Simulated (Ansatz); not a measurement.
# SnSe (F-43m) in Ansatz: further runs

The runs below take SnSe through band structure, with r2SCAN0, r2SCANh, r2SCAN50, HF.

Everything below comes from runs of Ansatz 0.2.0. Logs are shortened: lines on timing, memory, paths and dates and some standing lists are left out, and cuts for length are marked.

### 1 The structure

It takes space group F-43m (No. 216, cubic). The conventional cell has a = 6.782 Å, b = 6.782 Å, c = 6.782 Å, α = 90.00°, β = 90.00°, γ = 90.00°. Sn (site symmetry -43m) is surrounded by 4 Se at 2.94 Å. Se (site symmetry -43m) is surrounded by 4 Sn at 2.94 Å.

The cell was built by a generator and needn't be a form met in nature.

### 2 Band structure, r2SCAN0

input reads:

```
crystal:
  lattice:
    - [0.0, 3.39084, 3.39084]
    - [3.39084, 0.0, 3.39084]
    - [3.39084, 3.39084, 0.0]
  atoms:
    - { symbol: Sn, position: [0.0, 0.0, 0.0] }
    - { symbol: Se, position: [0.75, 0.75, 0.75] }
hamiltonian:
  xc: r2scan0
  pseudopotentials: { kind: paw }
kpoints:
  mp_grid: { grid: [4, 4, 4] }
  band_path:
    path:
      - [[0.0, 0.0, 0.0], [0.5, 0.0, 0.5], [0.5, 0.25, 0.75], [0.375, 0.375, 0.75], [0.0, 0.0, 0.0], [0.5, 0.5, 0.5], [0.625, 0.25, 0.625], [0.5, 0.25, 0.75], [0.5, 0.5, 0.5], [0.375, 0.375, 0.75]]
      - [[0.625, 0.25, 0.625], [0.5, 0.0, 0.5]]
    npoints: 4
scf:
  occupations: { method: fermi_dirac, width: 0.05 }
  n_extra_bands: 6
output:
  forces: true
  stress: true
  eigenvalues: true
  fatbands: false
```

Potentials or basis: Ansatz PAW.

The program printed:

```text
Warning: output.stress: scf.convergence.dr2_threshold = 1e-7 eV (the SCF's general default) is looser than the 2e-10 eV advised for a printed stress (1e-10 eV for each atom of the cell: 2). What an SCF threshold leaves in a stress goes as its square root, and in the free energy as the threshold itself, and one threshold admits the most on a small cell: of the crystals measured, under no hybrid functional and no lock of the moments, on runs that ended without the residual-converged pass, on stresses that held no estimate of that error, the worst erred by over 100 MPa in a component at 1e-7 eV an atom and by under 5 at 1e-10. Set scf.convergence.dr2_threshold to 2e-10 eV or tighter. The threshold is an SCF's pass mark: one that does not reach it within its budget of iterations ends unconverged, or closes short of it on a stop that the run arms, and scf.convergence.dr2_threshold's page says what that costs each kind of run
Warning: output.stress: scf.exx.energy_threshold = 1e-6 eV is looser than the 2e-8 eV advised for a stress under a hybrid functional (1e-8 eV for each atom of the cell: 2). Every SCF of the exchange loop can meet its threshold on dr2 while the loop round them stops early: no threshold on dr2 bounds what that leaves in the stress. Set scf.exx.energy_threshold to 2e-8 eV or tighter. The threshold is the loop's pass mark: a loop that does not reach it within its budget of cycles ends unconverged, and scf.exx.energy_threshold's page has the law
scf.n_extra_bands = 6 over 15 filled bands (N_el = 30.0): the run solves 21 bands
GPUs: using 1 of 1 available (devices: 1).
Engine: ansatz 0.2.0, x86_64-unknown-linux-gnu
Pseudopotentials: kind: paw
Pseudopotential: Sn, paw, valence charge 14, recommended cutoff 500 eV (meta_gga), Sn.paw.azcp
Pseudopotential: Se, paw, valence charge 16, recommended cutoff 500 eV (meta_gga), Se.paw.azcp
Functional definition: r2SCAN0
  parameter a = 0.25
  parameter k0 = 0.174
  parameter k1 = 0.065
  parameter a1 = 4.9479
  exchange = (1 - a)*r2scan_x(k0 = k0, k1 = k1, a1 = a1) + a*exact_x
  correlation = r2scan_c
device memory: the entry about to start is reckoned to put 1.4 GiB on a device that reports 33.7 GiB free (of which the cap on the GPU budget leaves the run 18.0 GiB)
GPU FFT provider: cuFFT
GPU libraries: cuBLAS 13.8.2, cuFFT 12.4.0, cuSOLVER 12.3.4
Crystal: 2 atoms, lattice volume = 77.974 Å³
Basis set: ecut = 500 eV, 1989 PW (Γ), exchange–correlation on 144×144×144 points (64 copies of the dense FFT grid, shifted against one another)
Bands: 21, of which v1, the nominal top of the filled ones, is band 15 counted from 1 (14 counted from 0)
Symmetry: 24 space group operations
Space group: F-43m (ITA 216), of the structure as read, at distance tolerance 4.3e-5 Å
k-points: 8 of 64 (time reversal used)
Non-local potential: Sn, projectors of the file, l = 0: 2, l = 1: 2, l = 2: 2, l = 3: 2
Non-local potential: Se, projectors of the file, l = 0: 2, l = 1: 2, l = 2: 3, l = 3: 1
PAW form: soft (Blöchl's): semilocal exchange-correlation on the pseudo side does not see the compensation charge
PAW frozen core: Sn, regenerated for the run's functional, and the local potential with it (the file was generated under x = pbe(κ = 0.804, μ = 0.2195149727645171), c = pbe(β = 0.06672455060314922))
PAW frozen core: Se, regenerated for the run's functional, and the local potential with it (the file was generated under x = pbe(κ = 0.804, μ = 0.2195149727645171), c = pbe(β = 0.06672455060314922))
PAW one-centre angular grid: Sn, 590 points (default); XC on 249 of its mesh's 2787 points in the sphere
PAW one-centre angular grid: Se, 590 points (default); XC on 160 Gauss nodes
Initial density: superposition of atomic densities (neutral atoms: chi_scale 0, normalization atom), corrected by the library's trained network
Initial wavefunctions: pseudopotential atomic-orbital guess
GPU buffer pool allocated for 46656 grid points (all kernels)
GPU transforms: local potential and band sums: pruned to the plane-wave sphere, on 36×36×36
Functional: x = r2scan, c = r2scan; τ floored in thin density (d = 2e-4 eV/Å³), warm-up for x = 0.75 r2scan + 0.25 exact, c = r2scan; τ floored in thin density (d = 2e-4 eV/Å³)
SCF iter   1: F=—  HF=-11517.011939 eV  |F-HF|=—  |Δ(HF+E_count)|=         —  Δρ=5.18e-3  dr2=4.14e-2  dr2_τ=2.57e-3  ethr=1.77e-3  ⟨swp⟩=10.9  Hψ=760  notcnv=0
preconditioner: auto → none  [insulator: Δε(μ)=0.238 eV  Ē_g=10.638 eV  σ=0.050 eV  W_gap=0.82  n_scr=14 (ndim 8)  ℏωp=13.3 eV  f_vac=0.199  D(μ)=0.41/eV (n_scr^D=0)]
SCF iter   2: F=—  HF=-11517.008473 eV  |F-HF|=—  |Δ(HF+E_count)|=   3.47e-3  Δρ=2.83e-3  dr2=9.36e-3  dr2_τ=8.92e-4  ethr=1.38e-4  ⟨swp⟩=5.0  Hψ=448  notcnv=0  defer=3
iter 3 solved again at ethr=2.39e-6 eV; its pass at ethr=3.12e-5 eV (dr2=7.17e-4 eV) is discarded
SCF iter   3: F=—  HF=-11517.006229 eV  |F-HF|=—  |Δ(HF+E_count)|=   2.24e-3  Δρ=1.04e-3  dr2=7.31e-4  dr2_τ=9.65e-6  ethr=2.39e-6  ⟨swp⟩=3.1  Hψ=723  notcnv=0
SCF iter   4: F=—  HF=-11517.006236 eV  |F-HF|=—  |Δ(HF+E_count)|=   7.22e-6  Δρ=1.58e-4  dr2=1.98e-5  dr2_τ=7.37e-7  ethr=2.39e-6  ⟨swp⟩=3.0  Hψ=306  notcnv=0
SCF iter   5: F=—  HF=-11517.006239 eV  |F-HF|=—  |Δ(HF+E_count)|=   2.86e-6  Δρ=5.60e-5  dr2=3.03e-6  dr2_τ=1.08e-7  ethr=6.61e-8  ⟨swp⟩=4.0  Hψ=443  notcnv=0
SCF iter   6: F=—  HF=-11517.006239 eV  |F-HF|=—  |Δ(HF+E_count)|=   1.29e-7  Δρ=9.51e-6  dr2=3.68e-8  dr2_τ=1.09e-9  ethr=1.01e-8  ⟨swp⟩=2.9  Hψ=298  notcnv=0
SCF iter   7: F=—  HF=-11517.006239 eV  |F-HF|=—  |Δ(HF+E_count)|=   8.35e-8  Δρ=2.93e-6  dr2=4.36e-9  dr2_τ=9.52e-11  ethr=1.23e-10  ⟨swp⟩=4.0  Hψ=486  notcnv=0
[... 21 lines left out ...]
SCF iter   7: F=—  HF=-11516.027333 eV  |F-HF|=—  |Δ(HF+E_count)|=   2.31e-4  Δρ=1.33e-4  dr2=3.28e-5  dr2_τ=3.47e-7  ethr=6.74e-10  ⟨swp⟩=5.0  Hψ=704  notcnv=0
SCF iter   8: F=-11516.027324 eV  HF=-11516.027324 eV  |F-HF|=5.07e-8  |Δ(HF+E_count)|=   8.71e-6  Δρ=9.22e-6  dr2=2.97e-7  dr2_τ=3.47e-9  ethr=6.74e-10  ⟨swp⟩=5.0  Hψ=572  notcnv=0
SCF 2 stopped early in 8 iterations: F = -11516.027324 eV  dr2 = 2.97e-7
hybrid outer 1: dexx = +1.013e-2 eV, tail = 3.90e-5 eV
GPU FFT provider: cuFFT
GPU libraries: cuBLAS 13.8.2, cuFFT 12.4.0, cuSOLVER 12.3.4
GPU buffer pool allocated for 46656 grid points (all kernels)
GPU transforms: local potential and band sums: pruned to the plane-wave sphere, on 36×36×36
Exchange kernel: α = 0.2500, full range, Wigner–Seitz truncation, v(0) = 10123.5627 eV·Å³, q-mesh 4×4×4, nearest image of the exchange supercell L = 19.18 Å, pair-density grid 20×20×20, without the augmentation charges, whose exchange is taken in its separable form by FFT convolution over the k-point mesh (sized by the pseudopotential files, 30×30×30 at the most), smooth part of the exact exchange by density-matrix convolution in up to 3.01 GiB of GPU memory as planned if the GPU has room (build and FFT work areas not counted)
Frozen-core exchange: fock
SCF iter   1: F=—  HF=-11516.027205 eV  |F-HF|=—  |Δ(HF+E_count)|=         —  Δρ=3.78e-5  dr2=5.01e-6  dr2_τ=1.41e-8  ethr=6.50e-7  ⟨swp⟩=3.5  Hψ=367  notcnv=0
preconditioner: auto → none  [insulator: Δε(μ)=1.021 eV  Ē_g=12.265 eV  σ=0.050 eV  W_gap=1.00  n_scr=14 (ndim 8)  ℏωp=13.3 eV  f_vac=0.210  D(μ)=0.00/eV (n_scr^D=0)]
SCF iter   2: F=—  HF=-11516.027206 eV  |F-HF|=—  |Δ(HF+E_count)|=   9.09e-7  Δρ=1.59e-5  dr2=4.37e-6  dr2_τ=6.34e-9  ethr=2.71e-9  ⟨swp⟩=4.0  Hψ=557  notcnv=0
SCF iter   3: F=—  HF=-11516.027206 eV  |F-HF|=—  |Δ(HF+E_count)|=   6.64e-9  Δρ=6.46e-6  dr2=4.32e-6  dr2_τ=7.75e-10  ethr=2.18e-10  ⟨swp⟩=2.4  Hψ=299  notcnv=0
SCF iter   4: F=—  HF=-11516.027303 eV  |F-HF|=—  |Δ(HF+E_count)|=   9.63e-5  Δρ=1.84e-5  dr2=5.69e-7  dr2_τ=7.40e-9  ethr=3.98e-11  ⟨swp⟩=5.2  Hψ=682  notcnv=0
SCF iter   5: F=—  HF=-11516.027302 eV  |F-HF|=—  |Δ(HF+E_count)|=   1.71e-7  Δρ=2.69e-6  dr2=4.24e-8  dr2_τ=1.79e-10  ethr=3.98e-11  ⟨swp⟩=4.9  Hψ=438  notcnv=0
SCF iter   6: F=—  HF=-11516.027303 eV  |F-HF|=—  |Δ(HF+E_count)|=   2.24e-7  Δρ=3.14e-6  dr2=1.49e-8  dr2_τ=1.75e-10  ethr=2.12e-11  ⟨swp⟩=4.4  Hψ=467  notcnv=0
SCF iter   7: F=-11516.027303 eV  HF=-11516.027303 eV  |F-HF|=5.64e-11  |Δ(HF+E_count)|=   4.63e-9  Δρ=2.36e-7  dr2=2.80e-10  dr2_τ=2.48e-12  ethr=2.12e-11  ⟨swp⟩=3.6  Hψ=333  notcnv=0
SCF 3 converged in 7 iterations: F = -11516.027303 eV  dr2 = 2.80e-10
  Residual-converged pass: ⟨swp⟩=3.0  Hψ=317  notcnv=0  max |occ|·‖R‖ = 2.4e-6 eV (tolerance 2.4e-6 eV)  dr2=2.72e-10  dr2_τ=2.02e-12  dr2_onsite=2.75e-11  max |Δocc| = 4.4e-16
hybrid outer 2: dexx = +4.972e-7 eV, tail = 1.38e-8 eV, Δε = 3.46e-3 eV (about 1.06e-4 eV left of the loop's levels)
device memory: the entry about to start is reckoned to put 0.8 GiB on a device that reports 38.8 GiB free (of which the cap on the GPU budget leaves the run 18.0 GiB)
NSCF: frozen V_eff on 42 k-points, pencils in batches of 32, up to order 96
hybrid SCF converged: 2 outer / 15 inner (+8 warm-up), last move |dexx| = 4.97e-7 eV, tail = 1.38e-8 eV
Stability not checked: this state was not tested for a lower state beside it, because the functional holds exact exchange (a hybrid, or Hartree-Fock), whose exchange loop this test does not read (fock_operator; see scf.lower_state_search)
Free energy (F): -11516.027303 eV
Frozen-core exchange: fock
Harris-Foulkes:  -11516.027303 eV  (|F-HF|=5.64e-11)
Internal energy: -11516.027297 eV  (E = F + TS)
E sigma→0 (E₀):  -11516.027300 eV
Entropy (-TS):   -0.000005 eV (-0.003 meV/atom)
Fermi energy:    5.181910 eV
--- Per-component energies (eV) ---
  E_band       = -692.218795
  E_kinetic    = 300.556214
  E_local      = -4170.451223  (includes V_loc(G=0)·N_el)
  E_nonlocal   = -630.309686
  E_hartree    = 2117.453918
  E_xc         = -363.258545
  E_vxc        = -160.324452  (∫ρ·V_xc dr)
  E_exx        = -116.468923  (= α·E_x^exact, valence–valence)
  E_paw        = -6070.516693  (= ΣΔE_a)
  E_vpaw       = -41.745193  (= ΣTr[D̂ρ^β])
  E_aug_tail   = -0.000214  (compensation charges beyond the density's cutoff)
  E_vtau       = 8.085581  (kinetic-family band-sum trace: ∫τ·v_τ [+ j·A + Jᵃ·Aᵃ] dr)
  E_ewald      = -2581.553357
  E_core_change = -1.478786  (= ΣΔE_core)
  E_smearing   = -0.000005  (= −TS)
  E_closure    = -0.000001  (closes the sum)
  Σ components = -11516.027303   (vs F -11516.027303, Δ=0.00e0)
--- Forces (eV/Å), atoms counted from 1 ---
  atom   1  Sn     0.00000000     0.00000000     0.00000000
  atom   2  Se    -0.00000000     0.00000000    -0.00000000
  max |Σ_I F_I| component: 2.59e-16 eV/Å
--- Stress (GPa, compression-positive) ---
       -1.053459      -0.000000      -0.000000
       -0.000000      -1.053459       0.000000
       -0.000000       0.000000      -1.053459
  P = ⅓ Tr σ = -1.0535 GPa (-10.535 kbar)
--- Band table (eV; the first three rows and the last of 8) ---
  k-point 0: bands = ["-47.5637", "-47.5637", "-47.5637", "-47.5611", "-47.5611", "-20.0552", "-20.0552", "-20.0552", "-20.0380", "-20.0380", "-10.4129", "-1.2964", "1.8924", "1.8924", "1.8924", "7.2915", "7.2915", "7.2915", "10.6218", "13.7120", "13.7120"]
  k-point 1: bands = ["-47.5637", "-47.5637", "-47.5637", "-47.5611", "-47.5611", "-20.0565", "-20.0535", "-20.0535", "-20.0380", "-20.0380", "-10.1728", "-2.5672", "1.5768", "1.5768", "2.3282", "7.6725", "7.8171", "7.8171", "12.1250", "12.8680", "12.8680"]
  k-point 2: bands = ["-47.5637", "-47.5637", "-47.5637", "-47.5611", "-47.5611", "-20.0579", "-20.0520", "-20.0520", "-20.0377", "-20.0377", "-9.8918", "-3.5394", "1.3178", "1.3178", "2.2147", "8.1161", "8.1161", "9.2724", "12.2339", "13.4570", "14.0964"]
  k-point 7: bands = ["-47.5638", "-47.5637", "-47.5637", "-47.5610", "-47.5610", "-20.0604", "-20.0507", "-20.0481", "-20.0392", "-20.0372", "-9.6997", "-3.8152", "0.2112", "0.3432", "4.6534", "7.4384", "7.9966", "9.8754", "11.4670", "13.6943", "14.9934"]
```

It took 65 s on 1 × NVIDIA H100 80GB HBM3 with 2 threads of AMD EPYC 7R13 (Zen 3), shared host; peak memory 2.3 GiB.

What came out:

- Free energy: -11516.0273 eV
- Pressure: -1.1 GPa
- Band gap on the k mesh: 1.02 eV, indirect (least direct gap 1.77 eV)
- Band gap along the path: 1.02 eV, indirect (least direct gap 1.77 eV)

Levels at the corners of the path, in eV from the valence-band top:
```tsv
point	band 13	band 14	band 15	band 16	band 17	band 18
Γ	-2.76	-2.76	-2.76	2.64	2.64	2.64
X	-4.09	-4.09	-0.75	1.02	5.81	5.81
W	-4.44	-4.31	0.00	2.78	3.34	5.22
K	-4.58	-3.87	-0.54	2.26	4.71	5.03
Γ	-2.76	-2.76	-2.76	2.64	2.64	2.64
L	-3.34	-3.34	-2.44	3.46	3.46	4.62
U	-4.58	-3.87	-0.54	2.26	4.71	5.03
W	-4.44	-4.31	0.00	2.78	3.34	5.22
L	-3.34	-3.34	-2.44	3.46	3.46	4.62
K	-4.58	-3.87	-0.54	2.26	4.71	5.03
U	-4.58	-3.87	-0.54	2.26	4.71	5.03
X	-4.09	-4.09	-0.75	1.02	5.81	5.81
```

Caveat: spin-orbit coupling is left out, which moves the levels of the heavy elements; the PAW data sets come from PBE, with cores solved anew for the run's functional, which leaves a small shift of forces and pressure; the thresholds are loose for stress.

### 3 Band structure, r2SCANh

input: that of step 2 with these lines changed.

```diff
@@ -9,3 +9,3 @@
 hamiltonian:
-  xc: r2scan0
+  xc: r2scanh
   pseudopotentials: { kind: paw }
```

Potentials or basis: Ansatz PAW.

The program printed:

```text
Warning: output.stress: scf.convergence.dr2_threshold = 1e-7 eV (the SCF's general default) is looser than the 2e-10 eV advised for a printed stress (1e-10 eV for each atom of the cell: 2). What an SCF threshold leaves in a stress goes as its square root, and in the free energy as the threshold itself, and one threshold admits the most on a small cell: of the crystals measured, under no hybrid functional and no lock of the moments, on runs that ended without the residual-converged pass, on stresses that held no estimate of that error, the worst erred by over 100 MPa in a component at 1e-7 eV an atom and by under 5 at 1e-10. Set scf.convergence.dr2_threshold to 2e-10 eV or tighter. The threshold is an SCF's pass mark: one that does not reach it within its budget of iterations ends unconverged, or closes short of it on a stop that the run arms, and scf.convergence.dr2_threshold's page says what that costs each kind of run
Warning: output.stress: scf.exx.energy_threshold = 1e-6 eV is looser than the 2e-8 eV advised for a stress under a hybrid functional (1e-8 eV for each atom of the cell: 2). Every SCF of the exchange loop can meet its threshold on dr2 while the loop round them stops early: no threshold on dr2 bounds what that leaves in the stress. Set scf.exx.energy_threshold to 2e-8 eV or tighter. The threshold is the loop's pass mark: a loop that does not reach it within its budget of cycles ends unconverged, and scf.exx.energy_threshold's page has the law
scf.n_extra_bands = 6 over 15 filled bands (N_el = 30.0): the run solves 21 bands
GPUs: using 1 of 1 available (devices: 1).
Engine: ansatz 0.2.0, x86_64-unknown-linux-gnu
Pseudopotentials: kind: paw
Pseudopotential: Sn, paw, valence charge 14, recommended cutoff 500 eV (meta_gga), Sn.paw.azcp
Pseudopotential: Se, paw, valence charge 16, recommended cutoff 500 eV (meta_gga), Se.paw.azcp
Functional definition: r2SCANh
  parameter a = 0.1
  parameter k0 = 0.174
  parameter k1 = 0.065
  parameter a1 = 4.9479
  exchange = (1 - a)*r2scan_x(k0 = k0, k1 = k1, a1 = a1) + a*exact_x
  correlation = r2scan_c
[... 87 lines left out ...]
  E_aug_tail   = -0.000214  (compensation charges beyond the density's cutoff)
  E_vtau       = 10.512326  (kinetic-family band-sum trace: ∫τ·v_τ [+ j·A + Jᵃ·Aᵃ] dr)
  E_ewald      = -2581.553357
  E_core_change = -1.208650  (= ΣΔE_core)
  E_smearing   = -0.000658  (= −TS)
  E_closure    = 0.000000  (closes the sum)
  Σ components = -11516.602094   (vs F -11516.602094, Δ=-1.82e-12)
--- Forces (eV/Å), atoms counted from 1 ---
  atom   1  Sn     0.00000000     0.00000000    -0.00000000
  atom   2  Se    -0.00000000     0.00000000     0.00000000
  max |Σ_I F_I| component: 4.07e-16 eV/Å
--- Stress (GPa, compression-positive) ---
       -0.954709      -0.000000      -0.000000
        0.000000      -0.954709       0.000000
        0.000000       0.000000      -0.954709
  P = ⅓ Tr σ = -0.9547 GPa (-9.547 kbar)
--- Band table (eV; the first three rows and the last of 8) ---
  k-point 0: bands = ["-45.0068", "-45.0068", "-45.0068", "-45.0046", "-45.0046", "-18.4891", "-18.4891", "-18.4891", "-18.4748", "-18.4748", "-9.3492", "-0.6928", "2.3720", "2.3720", "2.3720", "6.9471", "6.9471", "6.9471", "10.3028", "13.2723", "13.2723"]
  k-point 1: bands = ["-45.0068", "-45.0067", "-45.0067", "-45.0046", "-45.0046", "-18.4906", "-18.4875", "-18.4875", "-18.4747", "-18.4747", "-9.1245", "-1.8618", "2.0757", "2.0757", "2.7476", "7.3458", "7.4489", "7.4489", "11.7514", "12.4655", "12.4655"]
  k-point 2: bands = ["-45.0068", "-45.0067", "-45.0067", "-45.0045", "-45.0045", "-18.4923", "-18.4862", "-18.4862", "-18.4743", "-18.4743", "-8.8632", "-2.7666", "1.8333", "1.8333", "2.6388", "7.7445", "7.7445", "8.8523", "11.8931", "13.0275", "13.6436"]
  k-point 7: bands = ["-45.0068", "-45.0067", "-45.0067", "-45.0045", "-45.0045", "-18.4946", "-18.4851", "-18.4825", "-18.4757", "-18.4738", "-8.6844", "-3.0277", "0.8040", "0.9121", "4.9421", "7.1024", "7.6393", "9.4623", "11.0372", "13.2119", "14.5531"]
```

bands.tsv:

```text
# k_distance	band_0	band_1	band_2	band_3	band_4	band_5	band_6	band_7	band_8	band_9	band_10	band_11	band_12	band_13	band_14	band_15	band_16	band_17	band_18	band_19	band_20
# fermi_ev = 5.196708
[... 58 lines left out ...]
5.783565	-50.203475	-50.203448	-50.203442	-50.201242	-50.201241	-23.693347	-23.679536	-23.679314	-23.673309	-23.669780	-13.884494	-8.248868	-4.270969	-4.025695	-0.811228	0.536559	4.397982	4.549743	5.865737	7.929177	9.233421
5.865456	-50.203474	-50.203447	-50.203445	-50.201245	-50.201237	-23.693816	-23.679197	-23.679136	-23.673502	-23.669627	-13.884073	-8.257419	-4.136158	-4.066550	-0.899741	0.294985	4.658761	4.709522	5.967678	7.787082	9.714903
5.947347	-50.203473	-50.203446	-50.203446	-50.201247	-50.201235	-23.693983	-23.679075	-23.679075	-23.673567	-23.669574	-13.884220	-8.260138	-4.080377	-4.080377	-0.947907	0.219688	4.766240	4.766240	5.990003	7.749394	10.023094
```

It took 62 s on 1 × NVIDIA H100 80GB HBM3 with 2 threads of AMD EPYC 7R13 (Zen 3), shared host; peak memory 2.3 GiB.

What came out:

* Free energy: -11516.6021 eV
* Pressure: -1.0 GPa
* Band gap on the k mesh: 0.47 eV, indirect (least direct gap 1.17 eV)
* Band gap along the path: 0.47 eV, indirect (least direct gap 1.17 eV)

Levels at the corners of the path, in eV from the valence-band top:
| point | band 13 | band 14 | band 15 | band 16 | band 17 | band 18 |
| --- | --- | --- | --- | --- | --- | --- |
| Γ | -2.57 | -2.57 | -2.57 | 2.00 | 2.00 | 2.00 |
| X | -3.83 | -3.83 | -0.69 | 0.47 | 5.02 | 5.02 |
| W | -4.14 | -4.03 | 0.00 | 2.16 | 2.70 | 4.52 |
| K | -4.28 | -3.62 | -0.52 | 1.67 | 4.00 | 4.28 |
| Γ | -2.57 | -2.57 | -2.57 | 2.00 | 2.00 | 2.00 |
| L | -3.11 | -3.11 | -2.30 | 2.80 | 2.80 | 3.91 |
| U | -4.28 | -3.62 | -0.52 | 1.67 | 4.00 | 4.28 |
| W | -4.14 | -4.03 | 0.00 | 2.16 | 2.70 | 4.52 |
| L | -3.11 | -3.11 | -2.30 | 2.80 | 2.80 | 3.91 |
| K | -4.28 | -3.62 | -0.52 | 1.67 | 4.00 | 4.28 |
| U | -4.28 | -3.62 | -0.52 | 1.67 | 4.00 | 4.28 |
| X | -3.83 | -3.83 | -0.69 | 0.47 | 5.02 | 5.02 |

Caveat: spin-orbit coupling is left out, which moves the levels of the heavy elements; the PAW data sets come from PBE, with cores solved anew for the run's functional, which leaves a small shift of forces and pressure; the thresholds are loose for stress.

[end of part 1 of 2]
